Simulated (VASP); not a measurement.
The system is Cs2H.

```
Cs H
1.0
     5.54720    0.00000    0.00000
    -2.77360    4.80402    0.00000
     0.00000    0.00000    4.52300
Cs H
2 1
Direct
  0.33333 0.66667 0.50000
  0.66667 0.33333 0.50000
  0.00000 0.00000 0.50000
```

The cell was built by a generator and needn't be a form met in nature.

The cell isn't the ideal one: random cell by space group and Wyckoff sites (P6/mmm, No. 191).

| Quantity | Value |
| --- | --- |
| Program | VASP 6.6.1 |
| Task | relaxation of cell and atoms |
| Functional | PBE |
| Potentials or basis | VASP PAW PBE potentials, release 64 (Cs_sv, H) |
| Cutoff | 600 eV |
| k mesh | 6 × 6 × 4 |
| Occupations | gaussian, width 0.1 eV |
| Spin | no spin polarisation |

At the start: pressure 4.0 GPa; volume 40.18 Å³/atom.

**Question.** How do energy, volume and symmetry change on relaxing?

**Answer.** Over 9 steps the energy falls by 183.7 meV/atom and the volume is 64.78 Å³/atom (+61.2 %); space group P6/mmm (No. 191, to 0.05 Å).

The path:
```
step  energy change (eV)  largest force (eV/Å)  pressure (GPa)  volume (Å³)
   1              0.0000                0.0000            4.05       120.53
   2             -0.3657                0.0000            1.34       138.97
   3             -0.4315                0.0000            0.70       148.88
   4             -0.4437                0.0000            0.08       169.84
   5             -0.4523                0.0000            0.23       162.39
   6             -0.4526                0.0000            0.28       160.32
   7             -0.4699                0.0000            0.26       163.68
   8             -0.5134                0.0000            0.26       173.80
   9             -0.5512                0.0000            0.01       194.35
```

Final structure:
```cif
data_structure
_symmetry_space_group_name_H-M 'P 1'
_symmetry_Int_Tables_number 1
_cell_length_a 6.3964
_cell_length_b 6.3964
_cell_length_c 5.4852
_cell_angle_alpha 90.000
_cell_angle_beta 90.000
_cell_angle_gamma 120.000
_cell_volume 194.35
loop_
_atom_site_label
_atom_site_type_symbol
_atom_site_fract_x
_atom_site_fract_y
_atom_site_fract_z
_atom_site_occupancy
Cs1 Cs 0.33333 0.66667 0.50000 1
Cs2 Cs 0.66667 0.33333 0.50000 1
H1 H 0.00000 0.00000 0.50000 1
```

Caveat: the volume moved by over 15 % at a fixed basis, so the end points are rough.
